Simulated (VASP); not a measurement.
**CaS (Oldhamite): relaxation of cell and atoms with PBE+D3(BJ)**

Crystal: CaS (Oldhamite).

```
CELL_PARAMETERS angstrom
0.00000 2.85603 2.85603
2.85603 0.00000 2.85603
2.85603 2.85603 0.00000
ATOMIC_POSITIONS crystal
Ca 0.00000 0.00000 0.00000
S 0.50000 0.50000 0.50000
```

```json
{"Program": "VASP 6.6.1", "Task": "relaxation of cell and atoms", "Functional": "PBE", "Dispersion": "D3(BJ)", "Potentials or basis": "VASP PAW PBE potentials, release 64 (Ca_sv, S)", "Cutoff": "600 eV", "k mesh": "8 × 8 × 8", "Occupations": "gaussian, width 0.02 eV", "Spin": "no spin polarisation", "Dipole correction": "no", "Further INCAR settings": "ALGO = Fast; EDIFF = 1e-06; IBRION = 2; EDIFFG = -0.005; NSW = 70; ISIF = 3"}
```

| Quantity | Value |
| --- | --- |
| Relaxed volume | 22.45 Å³/atom |
| Relaxed cell | a = 3.989 Å, b = 3.989 Å, c = 3.989 Å, α = 60.00°, β = 60.00°, γ = 60.00° |
| Space group after relaxing (to 0.05 Å) | Fm-3m (No. 225) |
| Energy gained by relaxing | 6.0 meV/atom |
| Ionic steps | 15 |
| Pressure after relaxing | 0.0 GPa |
| Band gap on the k mesh | 2.29 eV, indirect (least direct gap 3.12 eV) |
| Dispersion energy per atom | -0.344 eV |

The path:
```
step  energy change (eV)  largest force (eV/Å)  pressure (GPa)  volume (Å³)
   1              0.0000                0.0000           -2.18        46.59
   2             -0.0114                0.0000            0.51        44.49
   3             -0.0121                0.0000            0.13        44.86
   4             -0.0120                0.0000           -0.12        44.95
   5             -0.0120                0.0000           -0.07        44.91
   6             -0.0120                0.0000           -0.07        44.91
   7             -0.0120                0.0000           -0.08        44.90
   8             -0.0120                0.0000           -0.05        44.90
   9             -0.0120                0.0000           -0.05        44.90
  10             -0.0120                0.0000           -0.05        44.90
  11             -0.0120                0.0000           -0.05        44.90
  12             -0.0120                0.0000           -0.05        44.90
  13             -0.0120                0.0000           -0.05        44.90
  14             -0.0120                0.0000           -0.06        44.90
  15             -0.0120                0.0000           -0.04        44.89
```

Final structure:
```xyz
2
Lattice="0.0000 2.8209 2.8209 2.8209 0.0000 2.8209 2.8209 2.8209 0.0000" Properties=species:S:1:pos:R:3 pbc="T T T"
Ca    0.0000    0.0000    0.0000
S     2.8209    2.8209    2.8209
```

Levels at points of the mesh, in eV from the valence-band top:
| k point | band 5 | band 6 | band 7 | band 8 | band 9 | band 10 | band 11 | band 12 |
| --- | --- | --- | --- | --- | --- | --- | --- | --- |
| (0.00, 0.00, 0.00) | -11.42 | 0.00 | 0.00 | 0.00 | 4.16 | 4.16 | 4.16 | 4.33 |
| (0.50, 0.00, 0.00) | -10.55 | -3.19 | -1.22 | -1.22 | 5.28 | 6.16 | 6.29 | 6.29 |
| (0.50, 0.50, 0.00) | -10.77 | -2.33 | -0.83 | -0.83 | 2.29 | 5.66 | 6.16 | 6.91 |

Wall time 48 s on 1 thread of Intel(R) Xeon(R) 6975P-C (Granite Rapids), with other jobs on the host, peak memory 0.2 GiB.

A k mesh can miss the band edges.
